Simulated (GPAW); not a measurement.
The system is Ge.

```
Ge
1.0
     0.00000    2.82891    2.82891
     2.82891    0.00000    2.82891
     2.82891    2.82891    0.00000
Ge
2
Direct
  0.75000 0.75000 0.75000
  0.50000 0.50000 0.50000
```

* Program: GPAW 26.7.0
* Task: relaxation of cell and atoms
* Functional: BLYP
* Dispersion: D3(BJ)
* Potentials or basis: PAW data sets generated in the run's folder for this functional
* Cutoff: 600 eV
* Basis: pw
* k mesh: 8 × 8 × 8
* Occupations: fermi-dirac, width 0.05 eV
* Spin: no spin polarisation

At the start: pressure 2.5 GPa; volume 22.64 Å³/atom.

Question: Where does the relaxation end?

Answer: Over 4 steps the energy falls by 6.6 meV/atom and the volume is 23.53 Å³/atom (+3.9 %); space group Fd-3m (No. 227, to 0.05 Å).

Step by step:
```csv
step,energy change (eV),largest force (eV/Å),pressure (GPa),volume (Å³)
1,0.0000,0.0000,2.47,45.28
2,-0.0047,0.0000,1.95,45.62
3,-0.0132,0.0000,0.13,46.96
4,-0.0133,0.0000,0.01,47.05
```

Final structure:
```xyz
2
Lattice="0.0000 2.8654 2.8654 2.8654 0.0000 2.8654 2.8654 2.8654 0.0000" Properties=species:S:1:pos:R:3 pbc="T T T"
Ge    4.2981    4.2981    4.2981
Ge    2.8654    2.8654    2.8654
```

The cell as given is a measured one (22.64 Å³/atom); BLYP+D3(BJ) puts the equilibrium volume +3.9 % from it, thermal expansion not counted.

Caveat: later steps reuse the first step's grids; pairwise dispersion overbinds metals, which lowers pressure and volume.
